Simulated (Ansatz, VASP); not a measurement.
Two plane-wave programs on Ti

```
Ti
1.0
    -1.50771    1.50771    1.62471
     1.50771   -1.50771    1.62471
     1.50771    1.50771   -1.62471
Ti
1
Cartesian
  0.0000 0.0000 0.0000
```

Alike in both runs: task single point; functional PBEsol; k mesh 22 × 22 × 22; occupations gaussian, width 0.15 eV; no spin polarisation.

|  | VASP | Ansatz |
| --- | --- | --- |
| version | VASP 6.6.1 | Ansatz 0.2.0 |
| potentials or method | VASP PAW PBE potentials, release 64 (Ti_sv) | scalar-relativistic, plane waves, PAW |
| plane-wave cutoff (eV) | 520 | 520 |
| valence electrons in the cell | 12 | 12 |

```tsv
	VASP	Ansatz	Ansatz less VASP
gap on the k mesh at the Fermi level (eV)	none	none	-
pressure (GPa)	15.0	15.5	+0.46
largest component of the traceless stress (GPa)	0.39	0.36	-0.028
```

A gap of «none» marks a metal or a gap that the smearing closes. Ansatz warned: «pseudo_functional_mismatch».

Caveats: so large a pressure means that the cell lies far from this level's equilibrium, or that cutoff or potentials fall short (VASP); the potentials were made for another functional, which shifts forces and pressure (VASP).
